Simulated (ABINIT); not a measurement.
Ta2N:

```xyz
3
Lattice="3.1129 0.0000 0.0000 -1.5564 2.6958 0.0000 0.0000 0.0000 4.8698" Properties=species:S:1:pos:R:3 pbc="T T T"
Ta    0.0000    1.7972    1.2404
Ta    1.5564    0.8986    3.6294
N     0.0000    0.0000    0.0000
```

The cell comes from a database or a generator and needn't be the stable form of this composition.

Base run:

- Program: ABINIT 10.8.3 (patched build)
- Functional: PBE
- Potentials or basis: JTH PAW PBE v2.0
- Cutoff: 707 eV
- k mesh: 10 × 10 × 6
- Occupations: fermi-dirac, width 0.05 eV
- Spin: no spin polarisation

Its results: band gap on the k mesh none (metal or under the smearing width); pressure -1.4 GPa; largest force 0.009 eV/Å.

Task: The run is repeated on the same cell with these changes: functional from PBE to PBEsol; potentials or basis from JTH PAW PBE v2.0 to PseudoDojo NC SR PBEsol v0.4.1 standard; cutoff from 707 eV to 1143 eV. What comes out?

Result: Band gap on the k mesh none (metal or under the smearing width); pressure -9.2 GPa; largest force 0.290 eV/Å.

Not every run made on this cell is shown here.
